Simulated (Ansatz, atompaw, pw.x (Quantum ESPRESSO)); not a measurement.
# What a changed setting does to a pw.x run (sc P)

Potential: PAW, atompaw 4.2.0.5, PBE; core [Ne], reference 3s2 3p3; waves: 3s (bound): rc 2.48 bohr; 3s channel at 1.25 Ry: rc 2.48 bohr; 3p (bound): rc 2.48 bohr; 3p channel at 3.2 Ry: rc 2.48 bohr; 3d channel at 0.05 Ry: rc 2.24 bohr; 3d channel at 2.05 Ry: rc 2.24 bohr; local part: vpsmatchnc scheme with l = 3 at 0.5 Ry, radius 1.70 bohr; core correction: smooth core density matched at 1.58 bohr; augmentation: sinc compensation charge, radius 2.18 bohr; PAW radius 2.48 bohr; waves and projectors: custom rrkj gramschmidtortho.

The reference run (k-mesh 13³, cutoffs 40/400 Ry, Fermi–Dirac 0.01 Ry, mixing_beta 0.4, conv_thr 1e-9, no spin) gives -0.59 GPa at 14.621 Å³/atom, where all-electron LAPW gives 0.27 GPa. This run, with its own iteration cap, changes k-mesh shift to 1.

```
&control
  calculation='scf', prefix='x', pseudo_dir='./', outdir='./tmp', tstress=.true., disk_io='none'
/
&system
  ibrav=0, nat=1, ntyp=1, ecutwfc=40, ecutrho=400, nbnd=9,
  occupations='smearing', smearing='fd', degauss=0.01
/
&electrons
  conv_thr=1e-09, mixing_beta=0.4, electron_maxstep=50
/
ATOMIC_SPECIES
P 1.0 P.UPF
CELL_PARAMETERS angstrom
  2.44526365 0.00000000 0.00000000
  0.00000000 2.44526365 0.00000000
  0.00000000 0.00000000 2.44526365
ATOMIC_POSITIONS crystal
P 0.0000 0.0000 0.0000
K_POINTS automatic
13 13 13 1 1 1
```

```bash
pw.x < P.scf.in > P.scf.out
```

How does the run end?

It converges in 22 iterations; the free energy moves by +3.7 meV/atom and the pressure by +0.15 GPa.

```
Message from routine setup:
     using ibrav=0 with symmetry is DISCOURAGED, use correct ibrav instead
     lattice parameter (alat)  =       4.6209  a.u.
     unit-cell volume          =      98.6674 (a.u.)^3
     number of electrons       =         5.00
     number of Kohn-Sham states=            9
     kinetic-energy cutoff     =      40.0000  Ry
     charge density cutoff     =     400.0000  Ry
     scf convergence threshold =      1.0E-09
     Exchange-correlation= SLA PW PBX PBC
     number of k points=    84  Fermi-Dirac smearing, width (Ry)=  0.0100
     iteration #  1     ecut=    40.00 Ry     beta= 0.40
     total energy              =     -55.53064330 Ry
     estimated scf accuracy    <       0.00627618 Ry
     iteration #  2     ecut=    40.00 Ry     beta= 0.40
     total energy              =     -55.53146505 Ry
     estimated scf accuracy    <       0.00230435 Ry
     iteration #  3     ecut=    40.00 Ry     beta= 0.40
     total energy              =     -55.53150560 Ry
     estimated scf accuracy    <       0.00000086 Ry
     iteration #  4     ecut=    40.00 Ry     beta= 0.40
     c_bands:  1 eigenvalues not converged
     c_bands:  2 eigenvalues not converged
     c_bands:  1 eigenvalues not converged
     c_bands:  1 eigenvalues not converged
     total energy              =     -55.53154260 Ry
     estimated scf accuracy    <       0.00000199 Ry
     iteration #  5     ecut=    40.00 Ry     beta= 0.40
     total energy              =     -55.53154348 Ry
     estimated scf accuracy    <       0.00000294 Ry
     iteration #  6     ecut=    40.00 Ry     beta= 0.40
     total energy              =     -55.53154391 Ry
     estimated scf accuracy    <       0.00000109 Ry
     [... 10 iterations left out ...]
     iteration # 17     ecut=    40.00 Ry     beta= 0.40
     total energy              =     -55.53154418 Ry
     estimated scf accuracy    <       0.00000001 Ry
     iteration # 18     ecut=    40.00 Ry     beta= 0.40
     total energy              =     -55.53154419 Ry
     estimated scf accuracy    <          3.1E-09 Ry
     iteration # 19     ecut=    40.00 Ry     beta= 0.40
     total energy              =     -55.53154419 Ry
     estimated scf accuracy    <          1.7E-09 Ry
     iteration # 20     ecut=    40.00 Ry     beta= 0.40
     total energy              =     -55.53154419 Ry
     estimated scf accuracy    <          1.7E-09 Ry
     iteration # 21     ecut=    40.00 Ry     beta= 0.40
     total energy              =     -55.53154419 Ry
     estimated scf accuracy    <          1.4E-09 Ry
     iteration # 22     ecut=    40.00 Ry     beta= 0.40
     the Fermi energy is    10.8211 ev
!    total energy              =     -55.53154419 Ry
     estimated scf accuracy    <          4.5E-10 Ry
     smearing contrib. (-TS)   =      -0.00157094 Ry
     convergence has been achieved in  22 iterations
          total   stress  (Ry/bohr**3)                   (kbar)     P=       -4.40
     Message from routine punch:
     Nothing written, as per user request (disk_io='none')
```

The run took about 12 s on one core of a shared host (Intel(R) Xeon(R) Platinum 8488C, 192 threads, 744 GiB, load 39).
